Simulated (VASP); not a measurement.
Here is a VASP 6.6.1 calculation.

File INCAR:

```
ALGO = Normal
EDIFF = 1E-7
EDIFFG = -0.01
ENCUT = 600
GGA = CA
IBRION = 2
ISIF = 4
ISMEAR = 0
KPAR = 2
LASPH = T
LCHARG = F
LREAL = F
LWAVE = F
NELM = 80
NSW = 40
PREC = Accurate
SIGMA = 0.03
```

The input KPOINTS:

```
k-points
0
Gamma
  4 8 8
```

POSCAR

```
SnSe                                    
1.0
   11.4622345426      0.0000000000      0.0000000000
    0.0000000000      4.1715481766     -0.0000000000
    0.0000000000     -0.0000000000      4.3744026308
  Sn              Se            
     4     4
Direct
     0.1170280971248635    0.2500000000000000    0.0923359957896487
     0.3829719028751365    0.7500000000000000    0.5923359957896486
     0.6170280971248636    0.2500000000000000    0.4076640042103513
     0.8829719028751364    0.7500000000000000    0.9076640042103514
     0.3576942589116968    0.2500000000000000    0.0229218848228403
     0.1423057410883030    0.7500000000000000    0.5229218848228402
     0.8576942589116973    0.2500000000000000    0.4770781151771598
     0.6423057410883027    0.7500000000000000    0.9770781151771598
```

Potentials or basis: VASP PAW LDA potentials, release 64 (Sn_d, Se).

Launch:

```bash
$ cat potpaw_LDA.64/Sn_d/POTCAR potpaw_LDA.64/Se/POTCAR > POTCAR
$ mpirun -np 2 vasp_std > vasp.out
```

**Question.** Predict the energy gained by relaxing.

**Answer.** 2.6 meV/atom.

**Question.** Estimate the band gap on the k mesh.

**Answer.** 0.57 eV, indirect (least direct gap 0.80 eV).

Step by step:
| step | energy change (eV) | largest force (eV/Å) | pressure (GPa) |
| --- | --- | --- | --- |
| 1 | 0.0000 | 0.2027 | -2.19 |
| 2 | -0.0097 | 0.1400 | -1.98 |
| 3 | -0.0176 | 0.0303 | -1.47 |
| 4 | -0.0176 | 0.0272 | -1.49 |
| 5 | -0.0188 | 0.0126 | -1.45 |
| 6 | -0.0188 | 0.0116 | -1.45 |
| 7 | -0.0191 | 0.0111 | -1.44 |
| 8 | -0.0194 | 0.0179 | -1.42 |
| 9 | -0.0194 | 0.0186 | -1.42 |
| 10 | -0.0195 | 0.0172 | -1.42 |
| 11 | -0.0199 | 0.0131 | -1.41 |
| 12 | -0.0203 | 0.0189 | -1.40 |
| 13 | -0.0205 | 0.0090 | -1.39 |
| 14 | -0.0205 | 0.0105 | -1.39 |
| 15 | -0.0206 | 0.0095 | -1.38 |
| 16 | -0.0208 | 0.0076 | -1.38 |
| 17 | -0.0210 | 0.0113 | -1.37 |
| 18 | -0.0210 | 0.0069 | -1.38 |

Caveat: spin-orbit coupling is left out, which moves the levels of the heavy elements. A k mesh can miss the band edges.
